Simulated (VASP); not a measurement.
Ag, 1 atom in the cell. The structure is cubic, space group Fm-3m (No. 225). Conventional cell: a = 4.042 Å, b = 4.042 Å, c = 4.042 Å, α = 90.00°, β = 90.00°, γ = 90.00°. Ag (site symmetry m-3m) has 12 Ag at 2.86 Å as nearest neighbours. The cell was built by a generator and needn't be a form met in nature.

- Program: VASP 6.6.1
- Task: electrostatic potential
- Functional: revPBE
- Dispersion: D3(BJ)
- Potentials or basis: VASP PAW PBE potentials, release 64 (Ag)
- Cutoff: 520 eV
- k mesh: 18 × 18 × 18
- Occupations: methfessel-paxton, width 0.1 eV
- Spin: no spin polarisation
- Further INCAR settings: ALGO = Normal; EDIFF = 1e-06

Potentials or basis: VASP PAW PBE potentials, release 64 (Ag).

Command:

```console
$ cat potpaw_PBE.64/Ag/POTCAR > POTCAR
$ mpirun -np 1 vasp_std > vasp.out
```

Hardware: 1 thread of Intel(R) Xeon(R) Platinum 8375C CPU @ 2.90GHz (Ice Lake), with other jobs on the host.

Q: How long does it take, and how much memory?

A: Run time: 12 s on 1 thread of Intel(R) Xeon(R) Platinum 8375C CPU @ 2.90GHz (Ice Lake), on a shared host, peak memory 0.17 GiB. Counts: scf iterations 11, k points 195.
